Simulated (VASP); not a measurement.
Input of a VASP 6.6.1 run:

The input INCAR:

```
PREC = Accurate
ENCUT = 600
EDIFF = 1E-7
ISMEAR = -1
SIGMA = 0.1
LREAL = False
LASPH = True
NELM = 60
ALGO = Fast
ISIF = 3
LWAVE = False
LCHARG = False
GGA = B5
ALDAX = 1.0
AGGAX = 1.0
AGGAC = 1.0
ALDAC = 0.0
IBRION = 2
NSW = 80
EDIFFG = -0.01
```

File KPOINTS:

```
regular mesh
0
Gamma
  10 10 10
```

Contents of POSCAR:

```
Ru
1.0
    0.0000000000      2.6351714020      2.6351714020
    2.6351714020      0.0000000000      2.6351714020
    2.6351714020      2.6351714020      0.0000000000
Ru
2
Direct
    0.1250000000      0.1250000000      0.1250000000
    0.8750000000      0.8750000000      0.8750000000
```

Potentials or basis: VASP PAW PBE potentials, release 64 (Ru_pv).

Launch:

```sh
$ cat potpaw_PBE.64/Ru_pv/POTCAR > POTCAR
$ mpirun -np 1 vasp_std > vasp.out
```

(1) What does it give for the relaxed volume?

(2) Estimate the relaxed cell.

(3) Estimate the space group after relaxing (to 0.05 Å).

Results:

(1) 21.31 Å³/atom.

(2) a = 3.921 Å, b = 3.921 Å, c = 3.921 Å, α = 60.00°, β = 60.00°, γ = 60.00°.

(3) Fd-3m (No. 227).

Caveat: the volume moved by over 15 % at a fixed basis, so the end points are rough; the PAW data sets were made with another functional, which shifts forces and pressure a little.
